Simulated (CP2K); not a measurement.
The system is ZrC.

```
CELL_PARAMETERS angstrom
3.34462 0.00000 0.00000
1.67231 2.89652 0.00000
1.67231 0.96551 2.73087
ATOMIC_POSITIONS crystal
Zr 0.50000 0.50000 0.50000
C 0.00000 0.00000 0.00000
```

Base run:

- Program: CP2K 2026.2
- Functional: PBE
- Potentials or basis: GTH_POTENTIALS Zr GTH-PBE-q12, C GTH-PBE-q4; TZVP-MOLOPT-SR-GTH, TZVP-MOLOPT-GTH basis
- Density cutoff: 6123 eV
- k mesh: 10 × 10 × 10
- Occupations: fermi-dirac, width 0.05 eV
- Spin: no spin polarisation

Its results: band gap on the k mesh none (metal or under the smearing width); pressure -2.9 GPa.

Question: The run is repeated on the same cell with these changes: potentials or basis from GTH_POTENTIALS Zr GTH-PBE-q12, C GTH-PBE-q4; TZVP-MOLOPT-SR-GTH, TZVP-MOLOPT-GTH basis to GTH_POTENTIALS Zr GTH-PBE-q12, C GTH-PBE-q4; DZVP-MOLOPT-SR-GTH basis; basis sets from Zr TZVP-MOLOPT-SR-GTH-q12, C TZVP-MOLOPT-GTH-q4 to Zr DZVP-MOLOPT-SR-GTH-q12, C DZVP-MOLOPT-SR-GTH-q4. What comes out?

Answer: Band gap on the k mesh none (metal or under the smearing width); pressure -4.2 GPa.

Caveats: the basis of atomic orbitals isn't converged, which shifts pressures, moduli and gaps.
